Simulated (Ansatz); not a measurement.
# GaAs (rocksalt type): the cost of one run

Program: Ansatz 0.2.0. Level of theory: DFT PBEsol, with the methods named in each step. These are calculated values, not measurements.

## Step 1: The structure to begin with

It takes space group Fm-3m (No. 225, cubic). Conventional cell: a = 5.304 Å, b = 5.304 Å, c = 5.304 Å, α = 90.00°, β = 90.00°, γ = 90.00°. Around Ga (site symmetry m-3m) lie 6 As at 2.65 Å. As (site symmetry m-3m) has 6 Ga at 2.65 Å as nearest neighbours.

As a file:

```xyz
2
Lattice="0.0000 2.6521 2.6521 2.6521 0.0000 2.6521 2.6521 2.6521 0.0000" Properties=species:S:1:pos:R:3 pbc="T T T"
Ga    0.0000    0.0000    0.0000
As    2.6521    2.6521    2.6521
```

Whether this phase is the stable one at these pressures isn't tested.

Atoms are numbered in the order of the input: Ga1, As2.

## Step 2: The reference volume, LAPW

Contents of input.yaml:

```yaml
crystal:
  lattice:
    - [0.0, 2.6521043902, 2.6521043902]
    - [2.6521043902, 0.0, 2.6521043902]
    - [2.6521043902, 2.6521043902, 0.0]
  atoms:
    - { symbol: Ga, position: [0.0, 0.0, 0.0] }
    - { symbol: As, position: [0.5, 0.5, 0.5] }
kpoints:
  mp_grid: { grid: [13, 13, 13] }
  band_path:
    path:
      - [0.0, 0.0, 0.0]
      - [0.5, 0.0, 0.5]
      - [0.625, 0.25, 0.625]
      - [0.375, 0.375, 0.75]
      - [0.0, 0.0, 0.0]
      - [0.5, 0.5, 0.5]
      - [0.5, 0.25, 0.75]
      - [0.5, 0.0, 0.5]
    npoints: 14
scf:
  occupations: { method: fermi_dirac, width: 0.08 }
hamiltonian:
  xc: pbesol
  pseudopotentials: { kind: all_electron, lapw: { basis_error: 0.001 } }
output:
  forces: true
  stress: true
  eigenvalues: true
  populations: true
  dos: { projected: true, de: 0.2, e_range: [-14, 8] }
```

Launch:

```bash
$ ansatz run input.yaml --threads 1 --pin off --max-ram 2048MiB --backend cpu --events-out ev --progress --plain --runs-dir out
```

**Question.** How long does this run take on 1 thread of Intel Xeon 6975P-C (Granite Rapids), shared host, and how much memory does it need?

About 14 s, with a peak of 0.44 GiB.
